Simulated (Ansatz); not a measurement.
Runs of Ansatz 0.2.0 on BN. Symmetry: P6_3mc, No. 186, hexagonal system. Conventional cell: a = 2.554 Å, b = 2.554 Å, c = 4.227 Å, α = 90.00°, β = 90.00°, γ = 120.00°. Around N (site symmetry 3m) lie 4 B at 1.57 to 1.58 Å. B (site symmetry 3m) has 4 N at 1.57 to 1.58 Å as nearest neighbours. Measurements of this composition are mostly on another form, of space group No. 194.

```tsv
task	level	potentials or basis	cell	points for each segment of the path	gap on the mesh (eV)	pressure (GPa)	V0 of scaled cells (Å³/atom)	relaxed volume (Å³/atom)	B0 (GPa)
relaxation of cell and atoms	PBEsol	Ansatz PAW	relaxed	-	(b)	0.0	-	5.88	-
band structure	LDA	Ansatz PAW	as given	14	4.99	-13.7	-	-	-
equation of state	PBE	Ansatz PAW soft_1	as given	-	-	-	5.97	-	(a)
equation of state	PBEsol	Ansatz PAW	as given	-	-	-	5.88	-	386
relaxation of cell and atoms	PBE	Ansatz PAW	relaxed	-	5.23	0.0	-	5.97	-
```

Alike in all rows: no spin polarisation; k mesh 12 × 12 × 6; cutoff (eV) 420; smearing fermi-dirac 0.05 eV.

**Question.** Fill in the values left out.

**Answer.** (a) 371; (b) 4.96.

Caveats: the PAW data sets come from PBE, with cores solved anew for the run's functional, which leaves a small shift of forces and pressure (some runs); the plane-wave basis is chosen anew once the cell has moved, so the energies of steps on either side of that aren't comparable (some runs); the cell was scaled at fixed shape and fractional positions, which overstates the stiffness of a crystal with free parameters, most of all of layers and chains (some runs).

A k mesh can miss the band edges.

Not every run made on this cell is shown here.
